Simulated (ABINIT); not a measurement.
## Hf in ABINIT: the effect of functional

Crystal: Hf.

```
CELL_PARAMETERS angstrom
2.91381 0.00000 0.00000
0.00000 2.91381 0.00000
0.00000 0.00000 2.91381
ATOMIC_POSITIONS crystal
Hf 0.50000 0.50000 0.50000
```

The cell was built by a generator and needn't be a form met in nature.

Alike in all runs:

| Item | Value |
| --- | --- |
| Program | ABINIT 10.8.3 (patched build) |
| Task | single point |
| Potentials or basis | JTH PAW PBE v2.0 |
| Cutoff | 626 eV |
| k mesh | 9 × 9 × 9 |
| Occupations | fermi-dirac, width 0.05 eV |
| Spin | no spin polarisation |

```csv
functional,pressure (GPa)
LDA,-7.0
PBEsol,-3.9
RPBE,2.1
BLYP,?
AM05,-4.0
r2SCAN,-1.4
SCAN,-6.0
revPBE,1.4
PW91,-0.6
WC,-3.7
```

Question: What does the run with functional BLYP give?

Answer: Pressure 2.8 GPa.

Caveats: the PAW data sets were made with another functional, which shifts forces and pressure a little.

Runs at the PBE level aren't shown here.
